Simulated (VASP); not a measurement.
Here is a VASP 6.6.1 calculation.

Contents of INCAR:

```
PREC = Accurate
ENCUT = 520
EDIFF = 1E-6
ISMEAR = 0
SIGMA = 0.5
LREAL = False
LASPH = True
NELM = 60
ALGO = Normal
ISIF = 2
LWAVE = False
LCHARG = True
GGA = PS
LELF = True
LVHAR = True
NBANDS = 17
```

KPOINTS

```
Automatic mesh
0
Gamma
  8 8 8
```

Contents of POSCAR:

```
Na2S
1.0
    0.0000000000      3.2516400000      3.2516400000
    3.2516400000      0.0000000000      3.2516400000
    3.2516400000      3.2516400000      0.0000000000
Na S
2 1
Direct
    0.2500000000      0.2500000000      0.2500000000
    0.7500000000      0.7500000000      0.7500000000
    0.0000000000      0.0000000000      1.0000000000
```

Potentials or basis: VASP PAW PBE potentials, release 64 (Na_pv, S).

The run is started by

```sh
$ cat potpaw_PBE.64/Na_pv/POTCAR potpaw_PBE.64/S/POTCAR > POTCAR
$ mpirun -np 1 vasp_std > vasp.out
```

Predict the band gap on the k mesh.

2.42 eV, direct.

What does it give for the pressure?

0.0 GPa.

Caveat: the PAW data sets were made with another functional, which shifts forces and pressure a little. A k mesh can miss the band edges.
